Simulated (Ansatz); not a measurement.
Ti: zone-centre modes under pressure

Ti, P6_3/mmc, a = 2.902 Å, c = 4.602 Å. Ansatz: PBEsol, PAW, 420 eV, Γ-centred 18×18×10 mesh on 2 atoms, Fermi-Dirac smearing 0.15 eV; no spin polarisation. Cell and atoms are relaxed at each pressure with the symmetry kept; optical modes at Γ by linear response, in cm⁻¹, matched by rank (the highest 2 distinct ones).

| P (GPa) | V (Å³/atom) | ω1 | ω2 |
| --- | --- | --- | --- |
| 0 | 16.784 | 109.5 | 207.6 |
| 7 | 15.896 | 104.4 | 239.2 |
| 18 | 14.826 | 91.7 | 279.3 |
| 35 | 13.610 | ? | ? |

Question: Get each mode's Grüneisen parameter γ = −d ln ω/d ln V from the other rows and predict the missing frequencies.

Answer: ln(V/V0) = 0.0000, -0.0544, -0.1240, -0.2096; a line through ln(ω/ω0) of the 3 known rows gives ω1: γ = -1.450 (intercept 0.0112), predicted 81.7, computed 56.9; ω2: γ = 2.385 (intercept 0.0043), predicted 343.7, computed 327.7. The worst miss is 43.6 %: γ isn't constant over this range, and modes matched by rank may have crossed. In a metal these frequencies hang on the mesh and smearing.

Cost: 4 runs of about 2.6 core-minutes in all, on Intel Xeon 6975P-C (Granite Rapids) (shared hosts).